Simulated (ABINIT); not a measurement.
Set up this calculation in ABINIT 10.8.3 (patched build), as the native input.

* Task: single point
* Functional: PBE
* Potentials or basis: JTH PAW PBE v2.0
* Cutoff: 626 eV
* k mesh: 7 × 7 × 7
* Occupations: fermi-dirac, width 0.05 eV
* Spin: no spin polarisation
* Fine-grid cutoff: 1224.51 eV

BaTiO3 (Barioperovskite):

```
Ba Ti O
1.0
     3.98550    0.00000    0.00000
     0.00000    2.83690    2.84515
     0.00000   -2.83690    2.84515
Ba Ti O
1 1 3
Cartesian
  0.0021 -0.0176 0.0169
  2.0084 -0.0190 2.9397
  1.9943 1.3448 4.2117
  2.0598 -1.4399 4.3012
  0.0209 -0.0364 2.8232
```

The cell isn't the ideal one: atoms moved at random, drawn with an rms of 0.05 Å.

The input as run:

run.abi

```
pp_dirpath "./"
pseudos "Ba.GGA_PBE-JTH.xml, Ti.GGA_PBE-JTH.xml, O.GGA_PBE-JTH.xml"

acell 3*1.0 Angstrom
rprim
     3.9855000000     0.0000000000     0.0000000000
     0.0000000000     2.8369000000     2.8451500000
     0.0000000000    -2.8369000000     2.8451500000
ntypat 3
znucl 56 22 8
natom 5
typat 1 2 3 3 3
xred
     0.0005220000    -0.0001460000     0.0060690000
     0.5039280000     0.5132700000     0.5199710000
     0.5003990000     0.9771650000     0.5031310000
     0.5168270000     0.5021070000     1.0096530000
     0.0052460000     0.4897220000     0.5025510000
chkprim 0
chksymtnons 0
tolsym 1.0e-6

ecut 23.0
pawecutdg 45.0
pawxcdev 0
pawovlp 30

kptopt 1
ngkpt 7 7 7
nshiftk 1
shiftk 0.0 0.0 0.0

ixc 11

nband 24
occopt 3
tsmear 0.05 eV

nstep 100
tolvrs 1.0e-9

iomode 3
prtwf 0
prtden 0
prteig 0
prtebands 0
```

Potentials or basis: JTH PAW PBE v2.0.

Launch:

```console
$ abinit run.abi > log 2>&1
```

Results of the run:

| Property | Result |
| --- | --- |
| Pressure | 4.1 GPa |
| Largest force | 0.643 eV/Å |
| Band gap on the k mesh | 1.96 eV, indirect (least direct gap 2.14 eV) |

Caveat: this set's barium file shifts pressures by 1.5 GPa and gaps by 0.1 eV against other sets; spin-orbit coupling is left out, which moves the levels of the heavy elements; an odd mesh through Γ misses points on the zone boundary, where band edges often lie; the atomic spheres overlap.

Run time: 12 min on 1 thread of Intel(R) Xeon(R) Platinum 8375C CPU @ 2.90GHz (Ice Lake) (shared host), peak memory 0.37 GiB.
